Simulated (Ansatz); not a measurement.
Pd under changes of volume

One of the cells (15.547 Å³/atom); the others are scaled copies at fixed shape and fractional positions:

```xyz
1
Lattice="-1.5723 1.5723 1.5723 1.5723 -1.5723 1.5723 1.5723 1.5723 -1.5723" Properties=species:S:1:pos:R:3 pbc="T T T"
Pd    0.0000    0.0000    0.0000
```

This isn't the form of Pd at room conditions, which is fcc.

* Program: Ansatz 0.2.0
* Functional: PBE0
* Potentials or basis: Ansatz PAW
* Cutoff: 420 eV (not typed: the program's choice for these potentials)
* k mesh: 6 × 6 × 6
* Occupations: fermi-dirac, width 0.05 eV
* Spin: no spin polarisation

```csv
volume (Å³/atom),energy over the lowest point (meV/atom),pressure (GPa)
14.614,?,?
14.925,0.00,-0.4
15.236,4.27,-3.9
15.547,14.82,-7.0
15.858,31.05,-9.7
16.169,52.09,-12.0
16.480,77.31,-13.9
```

Question: What does the run at 14.614 Å³/atom give?

Answer: Energy over the lowest point 3.06 meV/atom; pressure 3.6 GPa.

Worked out: A Birch-Murnaghan fit of order 3 (a polynomial in V^(-2/3)) to the other rows has its minimum at 14.89 Å³/atom, just outside them, with B0 = V·E''(V) = 183 GPa and B' = 5.5. It gives 3.11 meV/atom at 14.614 Å³/atom, against the run's 3.06, and -dE/dV = 3.7 GPa, against 3.6.

Energies are extrapolated to zero smearing.

Caveats: all runs use coarse meshes; the PAW data sets come from PBE, with cores solved anew for the run's functional, which leaves a small shift of forces and pressure; the thresholds are loose for stress.
